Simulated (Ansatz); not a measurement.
## BN in Ansatz: convergence with basis error

The system is BN.

```xyz
2
Lattice="0.0000 1.8130 1.8130 1.8130 0.0000 1.8130 1.8130 1.8130 0.0000" Properties=species:S:1:pos:R:3 pbc="T T T"
N     0.9065    0.9065    0.9065
B     0.0000    0.0000    0.0000
```

The cell is a database's computed one.

```yaml
Program: Ansatz 0.2.0
Task: convergence study
Functional: PBE
Potentials_or_basis: all-electron LAPW, scalar-relativistic
Cutoff: 270 eV (chosen from the basis error)
Basis_error_allowed: 0.03 eV/atom
k_mesh: 13 × 13 × 13
Occupations: fermi-dirac, width 0.05 eV
Spin: no spin polarisation
```

These are the settings of the first run; the series varies basis error, with any setting tied to it.

Hardware: 1 thread of Arm Neoverse V1, with other jobs on the host.

```csv
basis error,"energy less the tightest run, at zero smearing (meV/atom)",pressure (GPa),SCF cycles,CPU time (s),peak memory (GiB)
0.03 eV/atom,12.58,-0.28,7,4.2,0.2
0.01 eV/atom,4.11,-0.38,7,5.9,0.21
0.003 eV/atom,1.30,-0.40,7,7.2,0.23
0.001 eV/atom,0.41,-0.41,7,8.6,0.25
0.0003 eV/atom,0.09,-0.41,7,11,0.27
0.0001 eV/atom,0.00,-0.41,7,15,0.3
```

Against the tightest run, the energy stays within 1 meV/atom from 0.001 eV/atom on; the pressure stays within 0.1 GPa from 0.01 eV/atom on. The tightest run that finished is the yardstick and may itself not be fully converged.
